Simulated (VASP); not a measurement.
PbF2 (Fluorocronite):

```
CELL_PARAMETERS angstrom
0.00000 2.94621 2.94621
2.94621 0.00000 2.94621
2.94621 2.94621 0.00000
ATOMIC_POSITIONS crystal
Pb 0.00000 0.00000 0.00000
F 0.25000 0.25000 0.25000
F 0.75000 0.75000 0.75000
```

Base run:

* Program: VASP 6.6.1
* Functional: r2SCAN
* Potentials or basis: VASP PAW PBE potentials, release 64 (Pb_d, F)
* Cutoff: 520 eV
* k mesh: 8 × 8 × 8
* Occupations: gaussian, width 0.03 eV
* Spin: no spin polarisation

Its results: band gap on the k mesh 4.93 eV, indirect (least direct gap 5.07 eV); pressure 1.1 GPa.

Problem. The run is repeated on the same cell with these changes: functional from r2SCAN to PBE. What comes out?

Solution. Band gap on the k mesh 4.41 eV, indirect (least direct gap 4.56 eV); pressure 3.9 GPa.

r2SCAN gives the wider gap, since meta-GGAs in the generalised Kohn-Sham scheme recover part of the derivative discontinuity.

Caveats: spin-orbit coupling is left out, which as a rule narrows the gap of such compounds by several tenths of an eV; the PAW data sets were made with another functional, which shifts forces and pressure a little (some runs).
